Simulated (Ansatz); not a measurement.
Runs of Ansatz 0.2.0 on CuO (Tenorite). The structure is monoclinic, space group C2/c (No. 15). The conventional cell has a = 4.684 Å, b = 3.423 Å, c = 5.129 Å, α = 90.00°, β = 99.54°, γ = 90.00°. Cu (site symmetry -1) has 4 O at 1.95 to 1.96 Å as nearest neighbours. O (site symmetry 2) is surrounded by 4 Cu at 1.95 to 1.96 Å. 

```tsv
level	cell	target pressure (GPa)	gap on the mesh (eV)	pressure (GPa)	relaxed volume (Å³/atom)
r2SCAN+D3(BJ)	relaxed	-	none	0.0	(a)
r2SCAN	relaxed	0	none	0.0	10.73
r2SCAN+D4	relaxed	-	none	0.0	10.63
r2SCAN	relaxed to 5 GPa	5	none	5.0	-
r2SCAN	relaxed to 20 GPa	20	none	20.0	-
```

Alike in all rows: task relaxation of cell and atoms; potentials or basis Ansatz PAW; no spin polarisation; k mesh 10 × 10 × 5; cutoff (eV) 500; smearing fermi-dirac 0.05 eV.

Question: Fill in the values left out.

Answer: (a) 10.60.

Caveats: the plane-wave basis is chosen anew once the cell has moved, so the energies of steps on either side of that aren't comparable; the run has no spin polarisation, though such a crystal can be magnetic; semilocal functionals often make such compounds metallic where correlation or magnetic order opens a gap, which also shifts bond lengths; the PAW data sets come from PBE, with cores solved anew for the run's functional, which leaves a small shift of forces and pressure; pairwise dispersion overbinds metals, which lowers pressure and volume (some runs); the dispersion damping was fitted for another functional or another form of the correction (some runs).

A gap of «none» marks a metal or a gap under the smearing width.
